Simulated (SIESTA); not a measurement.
Runs of SIESTA 5.4.2 on TiO2. The structure is monoclinic, space group C2/m (No. 12). Conventional cell: a = 12.307 Å, b = 3.767 Å, c = 6.616 Å, α = 90.00°, β = 106.95°, γ = 90.00°. Ti (site symmetry m) has 4 O at 1.86 to 1.94 Å as nearest neighbours. Around Ti (site symmetry m) lie 5 O at 1.78 to 2.03 Å. O (site symmetry m) has 3 Ti at 1.94 to 2.03 Å as nearest neighbours. O (site symmetry m) has 3 Ti at 1.96 to 2.16 Å as nearest neighbours. O (site symmetry m) is surrounded by 2 Ti at 1.78 to 1.87 Å. O (site symmetry m) has 2 Ti at 1.86 to 1.93 Å as nearest neighbours. The cell comes from a database or a generator and needn't be the stable form of this composition.

```tsv
task	level	potentials or basis	k mesh	gap on the mesh (eV)	pressure (GPa)	V0 of scaled cells (Å³/atom)	B0 (GPa)	largest force (eV/Å)
equation of state	LDA	PseudoDojo 0.4 standard (LDA files), DZP (energy shift 0.003 Ry; two zetas on semicore shells)	6 × 6 × 3	-	-	(a)	219	-
band structure	LDA	PseudoDojo 0.4 standard (LDA files), DZP (energy shift 0.003 Ry; two zetas on semicore shells)	8 × 8 × 4	2.58	-8.7	-	-	0.23
equation of state	PBEsol	PseudoDojo 0.4 standard (PBEsol files), DZP (energy shift 0.003 Ry; two zetas on semicore shells)	6 × 6 × 3	-	-	11.98	205	-
band structure	PBEsol	PseudoDojo 0.4 standard (PBEsol files), DZP (energy shift 0.003 Ry; two zetas on semicore shells)	8 × 8 × 4	(b)	-4.0	-	-	0.17
```

Alike in all rows: no spin polarisation; cell as given; smearing fermi-dirac 0.05 eV; grid cutoff 800 Ry; energy shift 0.003 Ry.

**Question.** Estimate the missing entries.

**Answer.** (a) 11.70; (b) 2.62.

Caveats: the basis of atomic orbitals isn't converged, which shifts pressures, moduli and gaps; the cell was scaled at fixed shape and fractional positions, which overstates the stiffness of a crystal with free parameters, most of all of layers and chains (some runs).

Runs at the PBE level aren't shown here.
